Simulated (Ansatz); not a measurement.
**Te interstitial in Te2Mo**

Level of theory: DFT PBE, scalar-relativistic, plane waves, PAW in Ansatz 0.2.0. Settings: 420 eV cutoff, 2×2×2 k-mesh, Gaussian smearing of 0.01 eV, collinear spin in charge -1 alone.

Host crystal, relaxed:

```cif
data_structure
_symmetry_space_group_name_H-M 'P 1'
_symmetry_Int_Tables_number 1
_cell_length_a 3.5567
_cell_length_b 3.5567
_cell_length_c 15.3316
_cell_angle_alpha 90.000
_cell_angle_beta 90.000
_cell_angle_gamma 120.000
_cell_volume 167.96
loop_
_atom_site_label
_atom_site_type_symbol
_atom_site_fract_x
_atom_site_fract_y
_atom_site_fract_z
_atom_site_occupancy
Te1 Te 0.33333 0.66667 0.63207 1
Te2 Te 0.66667 0.33333 0.13207 1
Te3 Te 0.66667 0.33333 0.36793 1
Te4 Te 0.33333 0.66667 0.86793 1
Mo1 Mo 0.33333 0.66667 0.25000 1
Mo2 Mo 0.66667 0.33333 0.75000 1
```

Supercell of 24 atoms, rows in host cell vectors: -2 -2 0; 2 0 0; 0 0 1. Atoms relax at the host's cell from a start displaced at random by 0.06 Å near the defect, so other minima may exist. The cell is small, so energies carry finite-size errors of tenths of an eV. The host's Kohn–Sham gap is 0.97 eV. Atoms are taken from and returned to the elements' standard states. Charged cells are corrected for image charges with the computed static dielectric tensor (mean 15.4) and aligned with the host's potential at far atoms (alignment terms reach 2.19 eV; the program doubts the alignment in some charges, where it is up to 2.19 eV). No band-filling term is added, and the Fermi level counts from the host's valence band top.

Spin-orbit coupling is left out, which matters for the bands and energies of heavy elements.

Defect: Te interstitial at (0.000, 0.000, 0.000) of the host cell.

(1) What is the formation energy of the neutral defect?

(2) Does the neutral defect carry a moment, and how do its surroundings relax?

(3) Charges 0, -1, -2 were computed. Which is stable where in the gap?

Results:

(1) 1.90 eV.

(2) The neutral run had no spin polarisation, so a moment wasn't tested. The nearest neighbours before are 6 Te at 2.88 Å; after relaxation the atoms near the site are 2 Te at 3.19 Å, 3 Te at 3.21 Å, 1 Te at 3.22 Å; the largest move is 0.44 Å.

(3) Among the charges computed the stable one is 0 at the valence band top, changing to -2 at 0.15 eV. In charge -1 the extra carrier would gain by moving to a band edge of the host, so it isn't bound in the gap. In charge -1 the cell has partly filled bands: a level of the defect may be part filled, the carrier may sit in the host's bands, or levels may cross between the k points, so transitions that involve it are doubtful. Without the alignment that the program doubts, the level (0/-1) would lie at 1.18 eV, outside the gap, so these runs don't decide whether the defect changes charge there. Other sites of the defect weren't tried. Levels between neighbouring charges: (0/-1) 0.30 eV, (-1/-2) -0.01 eV.